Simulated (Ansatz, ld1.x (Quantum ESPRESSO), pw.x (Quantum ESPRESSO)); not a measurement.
## iridium (Ir) (bcc): variants of one TM potential in the solid

iridium, norm-conserving Troullier–Martins (Kleinman–Bylander form), made with ld1.x (Quantum ESPRESSO) 7.5 (PBE, scalar-relativistic). Core [Xe] 4f14, reference 5d7 6s2 6p0. Waves: 6p (bound, empty): rc 3.35 bohr; 5d (bound): rc 2.05 bohr; 6s (bound): rc 2.05 bohr. Local part: the s channel. Core correction: Bessel-smoothed model core, default radius (core density twice the valence density).

Crystal test: bcc Ir in pw.x 7.5, no spin, 15³ k-points, Fermi–Dirac smearing 0.01 Ry, cutoffs set for each file from its atomic test. The reference is all-electron LAPW (Ansatz 0.2.0) with the same functional, mesh and smearing; V0 and B0 come from Birch–Murnaghan fits to the pressures at five volumes. Errors are pseudo minus all-electron; Δ is the rms difference of the E(V) curves that follow from these fits, minima aligned, over ±6 % about the mean V0. Mesh and smearing are coarse, so the numbers serve the comparison and aren't converged zero-temperature values; the lattice is a test structure that the element need not adopt.

All-electron: a0 = 3.113 Å (V0 = 15.09 Å³/atom), B0 = 303.1 GPa.

Base: The largest radius (3.35 bohr) exceeds half the bond length (2.55 bohr), so the spheres overlap, which is one possible source of error among others. This is a poor potential for the solid.

2 further variants are left out: they gave no file fit for a test, a broken result, the same result as the base, or pressures whose basis-set error rivals the error shown.

```csv
change,cutoffs (Ry),pw.x,a0 (Å),a0 error (%),B0 error (%),Δ (meV/atom),mean pressure error (GPa)
base,70/280,converged,3.145,+1.02,-1.6,31.0,+9.77
reference 5d7 6s1.5 6p0,60/240,converged,3.143,+0.97,-1.3,29.5,+9.29
core correction none,70/280,converged,3.148,+1.11,-1.6,33.6,+10.65
```

(1) Give the row for: wave 5d (bound): rc 2.05 bohr becomes 5d (bound): rc 1.92 bohr.

Answers

(1) pw.x: converged; mean pressure error (GPa): +9.74; a0 (Å): 3.145; a0 error (%): +1.02; B0 error (%): -1.5; Δ (meV/atom): 30.9.
